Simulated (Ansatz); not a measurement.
# Rh/LiH/Pt under bias, part 2 of 5

Aim: the current through Rh/LiH/Pt at finite bias, with the potential solved under that bias. The lower electrode is Rh fcc(111), the upper one Pt fcc(111); the barrier is LiH rock salt(111) (Li and Li faces). In the first transport cell, after relaxation, the nearest pair of electrode and barrier is Rh–Li at 2.45 Å, along the normal, at the lower face and Pt–Li at 2.42 Å, along the normal, at the upper one. All share a net of side 2.708 Å, which strains the lower electrode by +0.0 %, the upper one by -3.5 % and the barrier by -4.5 %, against typed lattice constants near PBE's. The first steps treat the bulk electrodes alone.

Ansatz 0.2.0; PBE DFT, plane waves, PAW files (the session's first sound run).

So far. Step 2 (Layer spacing of the electrode, electrode Rh fcc(111) …): Little changed from the start: no atom moved by 0.005 Å and no cell edge by 0.1 %.

**4. Relaxation**

System of this step: Rh/LiH/Pt. The cell holds 17 atoms: 4 Rh, 5 Li, 4 H and 4 Pt. Cell: a = 2.708 Å, b = 2.708 Å, c = 44.673 Å, α = 90.0°, β = 90.0°, γ = 120.0°. Vacuum lies along c.

Tunnelling depends exponentially on distance, so the interfaces are relaxed first. A short slab in vacuum serves: only the barrier and the layers next to it are taken over, and later cells can add or drop layers in the barrier's middle. The dipole correction removes the field that unlike faces would set up across the vacuum.

input.yaml reads:

```yaml
crystal:
  lattice:
    - [2.708, 0.0, 0.0]
    - [-1.354, 2.3451967934, 0.0]
    - [0.0, 0.0, 44.6726716606]
  atoms:
    - { symbol: Rh, position: [0.0, 0.0, 0.179080402] }
    - { symbol: Rh, position: [0.33333333, 0.66666667, 0.2285821802] }
    - { symbol: Rh, position: [0.66666667, 0.33333333, 0.2780839584] }
    - { symbol: Rh, position: [0.0, 0.0, 0.3275857366] }
    - { symbol: Li, position: [0.0, 0.0, 0.3891446248] }
    - { symbol: H, position: [0.33333333, 0.66666667, 0.4158728881] }
    - { symbol: Li, position: [0.66666667, 0.33333333, 0.4426011515] }
    - { symbol: H, position: [0.0, 0.0, 0.4693294149] }
    - { symbol: Li, position: [0.33333333, 0.66666667, 0.4960576782] }
    - { symbol: H, position: [0.66666667, 0.33333333, 0.5227859416] }
    - { symbol: Li, position: [0.0, 0.0, 0.5495142049] }
    - { symbol: H, position: [0.33333333, 0.66666667, 0.5762424683] }
    - { symbol: Li, position: [0.66666667, 0.33333333, 0.6029707317] }
    - { symbol: Pt, position: [0.66666667, 0.33333333, 0.6631865168] }
    - { symbol: Pt, position: [0.0, 0.0, 0.7157642106] }
    - { symbol: Pt, position: [0.33333333, 0.66666667, 0.7683419043] }
    - { symbol: Pt, position: [0.66666667, 0.33333333, 0.820919598] }
kpoints:
  mp_grid: { grid: [12, 12, 1] }
scf:
  occupations: { method: fermi_dirac, width: 0.1 }
  max_iter: 150
hamiltonian:
  xc: pbe
efield:
  axis: 3
  dipole_correction: true
relax:
  f_tol: 0.04
  max_steps: 60
output:
  forces: true
```

Run with:

```bash
$ ansatz run input.yaml --threads 4 --pin off --max-ram 16384MiB --backend cpu --events-out ev --progress --plain --runs-dir out
```

Numbers of over 12 decimals in the logs are rounded to 6 here.

The log of the run:

```text
[...]
Crystal: 17 atoms, lattice volume = 283.707 Å³
Basis set: ecut = 420 eV, 5627 PW (Γ), exchange–correlation on 40×40×600 points (8 copies of the dense FFT grid, shifted against one another)
Bands: 97, of which v1, the nominal top of the filled ones, is band 80 counted from 1 (79 counted from 0)
Symmetry: 6 space group operations
[...]
k-points: 19 of 144 (time reversal used)
[...]
SCF iter   1: F=—  HF=-76792.379888 eV  |F-HF|=—  |Δ(HF+E_count)|=         —  Δρ=1.10e-2  dr2=2.69e1  ethr=1.77e-3  p=-0.004 e·Å  D=-2.77e-3 V/Å  ΔV_dip=0.12 eV  dr2_dipole=4.03e1  V_vac-E_F(+/−)=5.16/5.05 eV  ⟨swp⟩=7.7  Hψ=7668  notcnv=0  defer=22
efield: sawtooth ramp at fractional position 0.9500 (placed from the atoms, in the widest stretch of the axis that holds none; the zero of the levels goes with the place), width 0.1000; the density the first Hamiltonian is built on has a dipole p = -0.004 e·Å; the dipole correction subtracts the counter field D = -2.77e-3 V/Å, which shifts the + side's vacuum level by +0.12 eV against the − side's; the planar-averaged density in the ramp window peaks in size at 2.5e-4 e/Å³
[...]
SCF iter   2: F=—  HF=-76792.329891 eV  |F-HF|=—  |Δ(HF+E_count)|=   5.00e-2  Δρ=3.29e-3  dr2=8.48e-1  ethr=1.77e-3  p=-0.020 e·Å  D=-1.26e-2 V/Å  ΔV_dip=0.56 eV  dr2_dipole=4.85e-1  V_vac-E_F(+/−)=5.74/5.18 eV  ⟨swp⟩=1.8  Hψ=2157  notcnv=0  defer=46
[...]
SCF iter   7: F=-76792.315181 eV  HF=-76792.315196 eV  |F-HF|=1.40e-5  |Δ(HF+E_count)|=   1.74e-7  Δρ=2.88e-5  dr2=1.47e-5  ethr=2.52e-8  p=-0.020 e·Å  D=-1.25e-2 V/Å  ΔV_dip=0.56 eV  dr2_dipole=5.69e-7  V_vac-E_F(+/−)=5.74/5.18 eV  ⟨swp⟩=3.9  Hψ=6817  notcnv=0
SCF 1 converged in 7 iterations: F = -76792.315181 eV  dr2 = 1.47e-5
[...]
relax step   1: F+E_penalty+E_count = -76792.31518150 eV  Δ(F+E_penalty+E_count) = +0.000e0 eV  max|allowed force component| = 1.084e0 eV/Å  Δτ_max = 0.0000 Å  (7 SCF iters, dr2 threshold 4.00e-5 eV, accepted)
[...]
SCF iter   1: F=—  HF=-76792.587373 eV  |F-HF|=—  |Δ(HF+E_count)|=         —  Δρ=1.37e-2  dr2=9.49e0  ethr=3.10e-3  p=-0.020 e·Å  D=-1.25e-2 V/Å  ΔV_dip=0.56 eV  dr2_dipole=8.52e0  V_vac-E_F(+/−)=5.79/5.23 eV  ⟨swp⟩=4.5  Hψ=4587  notcnv=0  defer=30
efield: sawtooth ramp at fractional position 0.9500 (handed on by an earlier solve), width 0.1000; the density the first Hamiltonian is built on has a dipole p = -0.020 e·Å; the dipole correction subtracts the counter field D = -1.25e-2 V/Å, which shifts the + side's vacuum level by +0.56 eV against the − side's; the planar-averaged density in the ramp window peaks in size at 1.5e-5 e/Å³
[...]
SCF iter   2: F=—  HF=-76792.500314 eV  |F-HF|=—  |Δ(HF+E_count)|=   8.71e-2  Δρ=5.08e-3  dr2=1.13e-1  ethr=3.10e-3  p=-0.020 e·Å  D=-1.27e-2 V/Å  ΔV_dip=0.57 eV  dr2_dipole=1.46e-2  V_vac-E_F(+/−)=5.76/5.19 eV  ⟨swp⟩=1.6  Hψ=2170  notcnv=0  defer=43
[...]
SCF iter   7: F=-76792.484614 eV  HF=-76792.484673 eV  |F-HF|=5.89e-5  |Δ(HF+E_count)|=   1.12e-5  Δρ=4.62e-5  dr2=5.50e-5  ethr=4.62e-8  p=-0.021 e·Å  D=-1.36e-2 V/Å  ΔV_dip=0.61 eV  dr2_dipole=8.12e-6  V_vac-E_F(+/−)=5.78/5.17 eV  ⟨swp⟩=3.3  Hψ=6719  notcnv=0
SCF 2 converged in 7 iterations: F = -76792.484614 eV  dr2 = 5.50e-5
[...]
relax step   2: F+E_penalty+E_count = -76792.48461384 eV  Δ(F+E_penalty+E_count) = -1.694e-1 eV  max|allowed force component| = 2.444e-1 eV/Å  Δτ_max = 0.1949 Å  (7 SCF iters, dr2 threshold 7.34e-5 eV, accepted)
SCF iter   1: F=—  HF=-76792.735481 eV  |F-HF|=—  |Δ(HF+E_count)|=         —  Δρ=2.35e-2  dr2=6.41e0  ethr=3.10e-3  p=-0.021 e·Å  D=-1.36e-2 V/Å  ΔV_dip=0.61 eV  dr2_dipole=2.94e0  V_vac-E_F(+/−)=5.73/5.12 eV  ⟨swp⟩=5.3  Hψ=5179  notcnv=0  defer=38
[...]
SCF iter   9: F=-76792.551720 eV  HF=-76792.551722 eV  |F-HF|=1.67e-6  |Δ(HF+E_count)|=   9.01e-7  Δρ=1.09e-5  dr2=1.91e-6  ethr=2.35e-9  p=-0.021 e·Å  D=-1.36e-2 V/Å  ΔV_dip=0.61 eV  dr2_dipole=7.49e-8  V_vac-E_F(+/−)=5.77/5.17 eV  ⟨swp⟩=4.1  Hψ=5533  notcnv=0
SCF 3 converged in 9 iterations: F = -76792.551720 eV  dr2 = 1.91e-6
relax step   3: F+E_penalty+E_count = -76792.55171995 eV  Δ(F+E_penalty+E_count) = -6.711e-2 eV  max|allowed force component| = 8.363e-2 eV/Å  Δτ_max = 0.1946 Å  (9 SCF iters, dr2 threshold 3.73e-6 eV, accepted)
[...]
SCF iter  11: F=-76792.578599 eV  HF=-76792.578599 eV  |F-HF|=1.32e-9  |Δ(HF+E_count)|=   2.78e-8  Δρ=1.26e-6  dr2=2.29e-8  ethr=6.29e-11  p=-0.021 e·Å  D=-1.34e-2 V/Å  ΔV_dip=0.60 eV  dr2_dipole=8.25e-10  V_vac-E_F(+/−)=5.77/5.17 eV  ⟨swp⟩=4.2  Hψ=5726  notcnv=0
SCF 4 converged in 11 iterations: F = -76792.578599 eV  dr2 = 2.29e-8
relax step   4: F+E_penalty+E_count = -76792.57859871 eV  Δ(F+E_penalty+E_count) = -2.688e-2 eV  max|allowed force component| = 2.820e-2 eV/Å  Δτ_max = 0.1786 Å  (11 SCF iters, accepted)
SCF converged after 11 iterations
Free energy (F): -76792.578599 eV
[...]
Internal energy: -76792.173009 eV  (E = F + TS)
E sigma→0 (E₀):  -76792.375804 eV
Entropy (-TS):   -0.405589 eV (-23.858 meV/atom)
Fermi energy:    8.352463 eV
Dipole field:    D = -0.013400 V/Å  (p = -0.021010 e·Å, saw-weighted, corrected)
Work function:   Φ+ = 5.7669 eV   Φ− = 5.1682 eV
Levels:          The Fermi level and band energies are counted from a zero that moves with the ramp; work functions are not
[...]
--- Forces (eV/Å), atoms counted from 1 ---
  atom   1  Rh    -0.00000000    -0.00000000     0.00402119
  atom   2  Rh     0.00000000     0.00000000    -0.00623727
  atom   3  Rh     0.00000000    -0.00000000    -0.01393093
  atom   4  Rh     0.00000000    -0.00000000     0.00867503
  atom   5  Li     0.00000000     0.00000000     0.00521015
  atom   6  H      0.00000000    -0.00000000     0.02819611
  atom   7  Li     0.00000000    -0.00000000    -0.00124947
  atom   8  H      0.00000000     0.00000000     0.01051340
  atom   9  Li     0.00000000    -0.00000000    -0.00644881
  atom  10  H      0.00000000     0.00000000     0.01099063
  atom  11  Li    -0.00000000    -0.00000000    -0.01255322
  atom  12  H     -0.00000000     0.00000000    -0.00748823
  atom  13  Li     0.00000000    -0.00000000     0.01099109
  atom  14  Pt     0.00000000     0.00000000    -0.02797551
  atom  15  Pt    -0.00000000     0.00000000     0.01252006
  atom  16  Pt    -0.00000000    -0.00000000    -0.01070698
  atom  17  Pt     0.00000000    -0.00000000    -0.00453487
  max |Σ_I F_I| component: 7.62e-6 eV/Å
--- Relaxed structure (4 steps of the walk, 4 accepted, 0 SCFs on fresh bases) ---
  F+E_penalty+E_count = -76792.57859871 eV   max|allowed force component| = 2.820e-2 eV/Å
  atoms:
    - { symbol: Rh, position: [1.0352993940787987e-17, -6.530723672745074e-18, 0.188790] }
    - { symbol: Rh, position: [0.333333, 0.666667, 0.237383] }
    - { symbol: Rh, position: [0.666667, 0.333333, 0.286571] }
    - { symbol: Rh, position: [6.9344607705133724e-18, -6.530723672745072e-18, 0.335678] }
    - { symbol: Li, position: [-7.071816063573556e-18, -6.5307236727450664e-18, 0.390614] }
    - { symbol: H, position: [0.333333, 0.666667, 0.416491] }
    - { symbol: Li, position: [0.666667, 0.333333, 0.442882] }
    - { symbol: H, position: [-1.0684806616719663e-17, -6.5307236727450664e-18, 0.469091] }
    - { symbol: Li, position: [0.333333, 0.666667, 0.495132] }
    - { symbol: H, position: [0.666667, 0.333333, 0.521441] }
[...]
- { symbol: H, position: [0.333333, 0.666667, 0.574026] }
    - { symbol: Li, position: [0.666667, 0.333333, 0.599702] }
    - { symbol: Pt, position: [0.666667, 0.333333, 0.653933] }
    - { symbol: Pt, position: [-2.5096716142567548e-17, -6.530723672745076e-18, 0.708711] }
    - { symbol: Pt, position: [0.333333, 0.666667, 0.762276] }
    - { symbol: Pt, position: [0.666667, 0.333333, 0.815919] }
```

The job ended after 39 s (4 threads of Arm Neoverse V2, shared host; peak memory 1.1 GiB; 2.6 min of CPU time).

Relaxation path:

| step | energy less that of the first step (eV) | largest force component (eV/Å) |
| --- | --- | --- |
| 1 | 0.0000 | 1.0838 |
| 2 | -0.1694 | 0.2444 |
| 3 | -0.2365 | 0.0836 |
| 4 | -0.2634 | 0.0282 |

Forces are held to the 6 operations that the run works with; a distortion that breaks them can't arise in this run.

The atoms that moved most (Å):

| atom | dx | dy | dz | length |
| --- | --- | --- | --- | --- |
| Rh1 | 0.000 | 0.000 | 0.434 | 0.434 |
| Pt14 | 0.000 | 0.000 | -0.413 | 0.413 |
| Rh2 | 0.000 | 0.000 | 0.393 | 0.393 |
| Rh3 | 0.000 | 0.000 | 0.379 | 0.379 |
| Rh4 | 0.000 | 0.000 | 0.362 | 0.362 |
| Pt15 | 0.000 | 0.000 | -0.315 | 0.315 |
| Pt16 | 0.000 | 0.000 | -0.271 | 0.271 |
| Pt17 | 0.000 | 0.000 | -0.223 | 0.223 |

The relaxed structure:

```cif
data_structure
_symmetry_space_group_name_H-M 'P 1'
_symmetry_Int_Tables_number 1
_cell_length_a 2.7080
_cell_length_b 2.7080
_cell_length_c 44.6727
_cell_angle_alpha 90.000
_cell_angle_beta 90.000
_cell_angle_gamma 120.000
_cell_volume 283.71
loop_
_atom_site_label
_atom_site_type_symbol
_atom_site_fract_x
_atom_site_fract_y
_atom_site_fract_z
_atom_site_occupancy
Rh1 Rh 0.00000 0.00000 0.18879 1
Rh2 Rh 0.33333 0.66667 0.23738 1
Rh3 Rh 0.66667 0.33333 0.28657 1
Rh4 Rh 0.00000 0.00000 0.33568 1
Li5 Li 0.00000 0.00000 0.39061 1
H6 H 0.33333 0.66667 0.41649 1
Li7 Li 0.66667 0.33333 0.44288 1
H8 H 0.00000 0.00000 0.46909 1
Li9 Li 0.33333 0.66667 0.49513 1
H10 H 0.66667 0.33333 0.52144 1
Li11 Li 0.00000 0.00000 0.54742 1
H12 H 0.33333 0.66667 0.57403 1
Li13 Li 0.66667 0.33333 0.59970 1
Pt14 Pt 0.66667 0.33333 0.65393 1
Pt15 Pt 0.00000 0.00000 0.70871 1
Pt16 Pt 0.33333 0.66667 0.76228 1
Pt17 Pt 0.66667 0.33333 0.81592 1
```

Numbers from this step:

- free energy: -76792.5786 eV
- Fermi energy: 8.352 eV
- work function, upper face: 5.767 eV
- work function, lower face: 5.168 eV
- dipole along the normal: -0.02101 e·Å
- dipole's counter field: -0.01340 V/Å

The largest force component on a free atom ends at 0.028 eV/Å. The work functions of the outer faces are 5.17 and 5.77 eV.

[end of part 2 of 5]

[Logs are printed without paths, hosts, clocks, repeated set-up lines and the standing remarks that a program may print on its own settings, such as how far it seeks lower states.]

[Hosts, paths, dates, database ids (printed as entryN), source tags and the programs' standing remarks are cut or masked in the printed files.]
